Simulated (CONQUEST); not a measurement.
Here is a CONQUEST 1.3 calculation.

Conquest_input

```
IO.Title SnSe
IO.Coordinates coords.dat
IO.FractionalAtomicCoords T
IO.Iprint 2
IO.Iprint_init 1
General.NumberOfSpecies 2
General.PseudopotentialType hamann
AtomMove.TypeOfRun static
AtomMove.FullStress T
Grid.GridCutoff 120
DM.SolutionMethod diagon
Diag.MPMesh T
Diag.GammaCentred T
Diag.MPMeshX 6
Diag.MPMeshY 6
Diag.MPMeshZ 3
Diag.kT 0.00183747
minE.SCTolerance 1e-6
Basis.MultisiteSF T
Multisite.LFD T
Multisite.Smear T
SC.MaxIters 100
IO.AtomChargeOutput T
%block ChemicalSpeciesLabel
1 118.710 Sn
2 78.960 Se
%endblock
%block Sn
Atom.NumberOfSupports 9
Atom.MultisiteRange 10
Atom.LFDRange 10
%endblock
%block Se
Atom.NumberOfSupports 9
Atom.MultisiteRange 10
Atom.LFDRange 10
%endblock
```

Contents of coords.dat:

```
    7.9179524622     0.0000000000     0.0000000000
    0.0000000000     8.4281785158     0.0000000000
    0.0000000000     0.0000000000    21.5806723432
8
  0.7501360000   0.9099170000   0.8753190000 1 T T T
  0.2455770000   0.4110670000   0.6255730000 1 T T T
  0.7491900000   0.5946260000   0.3728620000 1 T T T
  0.2625250000   0.0854660000   0.1265620000 1 T T T
  0.7631490000   0.9887970000   0.6447880000 2 T T T
  0.2595380000   0.4844410000   0.8558790000 2 T T T
  0.7545270000   0.5090930000   0.1429490000 2 T T T
  0.2313560000   0.0116720000   0.3604920000 2 T T T
```

Potentials or basis: PseudoDojo NC PBE, DZP, multi-site functions of range 10 bohr, grid cutoff 120 Ha.

Launch:

```bash
$ Conquest
```

What does it give for the pressure?

4.7 GPa.

What does it give for the band gap on the k mesh?

0.62 eV, indirect (least direct gap 0.76 eV).

Forces in eV/Å, atoms in the order of the input:
```
Sn   0.079  0.086  0.713
Sn   0.166  0.164 -0.805
Sn  -0.195 -0.266  0.870
Sn  -0.080 -0.122 -0.555
Se  -0.198 -0.181 -0.622
Se  -0.071 -0.057  0.725
Se  -0.037  0.139 -0.668
Se   0.286  0.247  0.338
```

Caveat: multi-site functions contract the basis, which raises the energy a little and makes forces and stress less exact; spin-orbit coupling is left out, which moves the levels of the heavy elements; an odd mesh through Γ misses points on the zone boundary, where band edges often lie; the basis of atomic orbitals isn't converged, which shifts pressures, moduli and gaps.
